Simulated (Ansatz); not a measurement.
**Effect of isotropic strain −3.39 % on GeTe**

The parent structure is GeTe (space group R3m, No. 160; a = 4.1870 Å, c = 11.0604 Å (hexagonal axes); layered).

Perturbation: the cell is scaled by 0.9661 in all directions; the atoms relax in the strained cell.

Method: r2SCAN (Ansatz, a program for electronic structure; PAW; 500 eV plane waves; scalar-relativistic without spin-orbit coupling). Settings: 10×10×10 k-points, 0.05 eV Fermi–Dirac smearing.

```json
[
 {"quantity": "volume per atom", "base": "27.99 Å³", "changed": "25.24 Å³", "shift": "-2.75 Å³"},
 {"quantity": "space group", "base": "R3m (No. 160)", "changed": "R3m (No. 160)", "shift": "–"},
 {"quantity": "shortest interatomic distance", "base": "5.319 bohr", "changed": "5.238 bohr", "shift": "-0.081 bohr"},
 {"quantity": "energy relative to the base (free energy F)", "base": "0 meV/atom", "changed": "+37 meV/atom", "shift": "+37 meV/atom"},
 {"quantity": "band gap (an upper bound: an edge found on the path is not a true extremum; the base alone)", "base": "0.64 eV", "changed": "0.07 eV", "shift": "-0.576 eV"},
 {"quantity": "largest internal atomic displacement", "base": "–", "changed": "0.050 Å", "shift": "–"}
]
```

Spin-orbit coupling, missing from the scalar runs, can matter with Te. No phonon test of stability was made. No dispersion term is included, though the crystal is made of layers, chains or molecules, so its spacings can come out too wide. A zero or small gap of GeTe under isotropic strain −3.39 % can be the functional's error rather than a property of the material.
